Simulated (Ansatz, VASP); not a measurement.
**SrO: VASP beside Ansatz**

```
CELL_PARAMETERS angstrom
4.05132 0.00000 0.00000
-2.02566 3.50854 0.00000
0.00000 0.00000 34.17893
ATOMIC_POSITIONS crystal
Sr 0.00000 0.00000 0.20482
Sr 0.00000 0.00000 0.38034
O 0.33333 0.66667 0.20478
O 0.33333 0.66667 0.38038
```

Change from the starting cell: species swapped into a sheet of the InAs type.

Alike in both runs: functional PBE; k mesh 6 × 6 × 1; occupations gaussian, width 0.1 eV; no spin polarisation.

Ansatz relaxed the structure, and its values are those at the end. VASP's run is a single point on that final structure, the one shown.

```csv
,VASP,Ansatz
version,VASP 6.6.1,Ansatz 0.2.0
potentials or method,"VASP PAW PBE potentials, release 64 (Sr_sv, O)","scalar-relativistic, plane waves, PAW"
plane-wave cutoff (eV),520,420
valence electrons in the cell,32,32
```

Ansatz gave:

- gap on the k mesh at the Fermi level (eV): 1.52
- least direct gap on the mesh (eV): 2.08

**Question.** Which values does VASP return?

**Answer.** gap on the k mesh at the Fermi level (eV): 1.51; least direct gap on the mesh (eV): 2.07.

The functional is the same, so the differences come from potentials, cutoffs and numerics. Ansatz warned: «slab_cell_height_set».
